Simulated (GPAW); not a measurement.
# Al2O3 in GPAW: the effect of volume scale

The system is Al2O3.

```xyz
10
Lattice="4.6138 0.0000 0.0000 0.0000 9.5633 0.0000 0.0000 0.0000 3.1199" Properties=species:S:1:pos:R:3 pbc="T T T"
Al    4.5352    7.8856    0.0000
Al    0.0785    1.6777    0.0000
Al    2.2283    6.4593    1.5599
Al    2.3854    3.1040    1.5599
O     2.3069    4.7816    1.5599
O     0.5704    7.2016    1.5599
O     1.7365    2.4200    0.0000
O     2.8773    7.1433    0.0000
O     0.0000    0.0000    0.0000
O     4.0434    2.3617    1.5599
```

Measurements of this composition are mostly on another form, of space group No. 167.

Alike in all runs:

| Item | Value |
| --- | --- |
| Program | GPAW 26.7.0 |
| Task | dielectric tensor |
| Functional | LDA |
| Potentials or basis | the program's PAW data sets (release 1.2.1) made for this functional |
| Cutoff | 600 eV |
| Basis | pw |
| k mesh | 4 × 2 × 6 |
| Occupations | fermi-dirac, width 0.001 eV |
| Spin | no spin polarisation |

```csv
volume scale,gap on the mesh (eV),dielectric constant (mean)
1,3.40,2.57
1.02,3.27,2.58
1.04,?,?
1.06,3.02,2.61
```

Problem. What does the run with volume scale 1.04 give?

Solution. gap on the mesh 3.14 eV; dielectric constant 2.59 mean.

Worked out: A straight line through the other rows of the gap on the mesh, of slope -6.32 eV per unit of volume scale, gives 3.15 eV, against the run's 3.14. A straight line through the other rows of the dielectric constant, of slope 0.679  per unit of volume scale, gives 2.60 , against the run's 2.59.

Caveats: all runs use coarse meshes; the long-wavelength limit can be off by a per cent or two; an odd mesh through Γ misses points on the zone boundary, where band edges often lie.
